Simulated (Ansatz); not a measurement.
## Stress against strain in BaTiO3

```yaml
crystal:
  lattice:
    - [3.99980, 0.00000, 0.00000]
    - [0.00000, 3.99980, 0.00000]
    - [0.00000, 0.00000, 4.01800]
  atoms:
    - { symbol: Ba, position: [0.00000, 0.00000, 0.00000] }
    - { symbol: Ti, position: [0.50000, 0.50000, 0.50000] }
    - { symbol: O, position: [0.50000, 0.50000, 0.00000] }
    - { symbol: O, position: [0.50000, 0.00000, 0.50000] }
    - { symbol: O, position: [0.00000, 0.50000, 0.50000] }
```

Atom numbers follow the list: Ba1, Ti2, O3, O4, O5.

The cell is COD entry 2100860, as deposited and not checked against the literature; nothing was relaxed.

No spin–orbit coupling, which matters for the heavy atoms here.

The calculation used DFT, PBE, all-electron LAPW, scalar-relativistic in Ansatz 0.2.0.

Settings: a Γ-centred 7×7×7 k mesh, Fermi–Dirac smearing of 0.03 eV, basis error target 1 meV/atom, no spin polarisation.

The strain is applied along the Cartesian axes of the cell as listed (γ is the engineering shear, twice εxy = εyz = εzx). Fractional coordinates are held (clamped ions).

σ is the change of stress from the unstrained cell, which is at 1.69 GPa; tension is positive, so slopes are stress–strain coefficients at that pressure.

Only quantities that a quadratic follows smoothly over the whole series are listed; rougher ones are left out.

| γ | σxy (GPa) | σyz (GPa) |
| --- | --- | --- |
| -0.0300 | -3.70 | -3.69 |
| -0.0200 | -2.45 | -2.45 |
| -0.0100 | -1.22 | -1.22 |
| 0.0000 | 0.00 | 0.00 |
| 0.0100 | 1.21 | 1.21 |
| 0.0300 | 3.61 | 3.60 |

Task: Fit the series and read off the stiffness at zero strain.

Result: Least-squares fits y = p0 + p1 x + p2 x² to the rows give σxy (GPa): p1 = 122, p2 = -50; σyz (GPa): p1 = 122, p2 = -50.

Task: One run, at γ = 0.0200, is withheld. Predict its row.

Result: The fits give 2.42, 2.41; the run gave 2.41, 2.41.
